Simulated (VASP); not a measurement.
TiCo3:

```
CELL_PARAMETERS angstrom
3.57100 0.00000 0.00000
0.00000 3.57100 0.00000
0.00000 0.00000 3.57100
ATOMIC_POSITIONS crystal
Co 0.50000 0.50000 0.00000
Co 0.50000 0.00000 0.50000
Co 0.00000 0.50000 0.50000
Ti 0.00000 0.00000 0.00000
```

```yaml
Program: VASP 6.6.1
Task: relaxation of cell and atoms
Functional: vdW-DF
Potentials_or_basis: VASP PAW PBE potentials, release 64 (Co, Ti_sv)
Cutoff: 600 eV
k_mesh: 8 × 8 × 8
Occupations: fermi-dirac, width 0.05 eV
Spin: collinear spin, ferromagnetic start
Starting_moments: "[2.0, 2.0, 2.0, 1.0] μB"
```

At the start: pressure 10.8 GPa; volume 11.38 Å³/atom.

Where does the relaxation end?

Over 4 steps the energy falls by 24.7 meV/atom and the volume is 12.09 Å³/atom (+6.2 %); space group Pm-3m (No. 221, to 0.05 Å); moment 2.61 μB per cell.

The path:
```tsv
step	energy change (eV)	largest force (eV/Å)	pressure (GPa)	volume (Å³)
1	0.0000	0.0000	10.81	45.54
2	-0.0387	0.0000	-7.65	50.79
3	-0.0987	0.0000	-0.31	48.46
4	-0.0988	0.0000	-0.03	48.37
```

Final structure:
```
CELL_PARAMETERS angstrom
3.64361 0.00000 0.00000
0.00000 3.64361 0.00000
0.00000 0.00000 3.64361
ATOMIC_POSITIONS crystal
Co 0.50000 0.50000 0.00000
Co 0.50000 0.00000 0.50000
Co 0.00000 0.50000 0.50000
Ti 0.00000 0.00000 0.00000
```

Caveat: the PAW data sets were made with another functional, which shifts forces and pressure a little.
